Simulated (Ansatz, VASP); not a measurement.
## One calculation of TaN, two programs

```
Ta N
1.0
     3.05000    0.00000    0.00000
    -1.52500    2.64138    0.00000
     0.00000    0.00000    5.03880
Ta N
2 2
Direct
  0.33333 0.66667 0.00000
  0.66667 0.33333 0.50000
  0.33333 0.66667 0.38500
  0.66667 0.33333 0.88500
```

Change from the starting cell: strain +0.0200 x Voigt [0, 0, 1, 0, 0, 0], atoms carried along.

Alike in both runs: task single point; functional PBE; k mesh 18 × 18 × 10; occupations gaussian, width 0.15 eV; no spin polarisation.

|  | VASP | Ansatz |
| --- | --- | --- |
| version | VASP 6.6.1 | Ansatz 0.2.0 |
| potentials or method | VASP PAW PBE potentials, release 64 (Ta_pv, N) | scalar-relativistic, plane waves, PAW |
| plane-wave cutoff (eV) | 520 | 420 |
| valence electrons in the cell | 32 | 36 |

```tsv
	VASP	Ansatz	Ansatz less VASP
gap on the k mesh at the Fermi level (eV)	none	none	-
pressure (GPa)	127.4	124.6	-2.86
largest component of the traceless stress (GPa)	22.59	22.03	-0.562
rms of the force components (eV/Å)	1.884	1.848	-0.0355
```

Atom by atom the forces differ by 0.035 eV/Å (rms over components). A gap of «none» marks a metal or a gap that the smearing closes. The two sets of potentials don't hold the same shells in valence.

Caveats: the cell as given lies far from equilibrium; so large a pressure means that the cell lies far from this level's equilibrium, or that cutoff or potentials fall short (VASP); forces of over 1 eV/Å show positions far from the minimum, so gaps and moduli don't describe the material at rest. Spin-orbit coupling is left out, which matters for the levels of Ta.
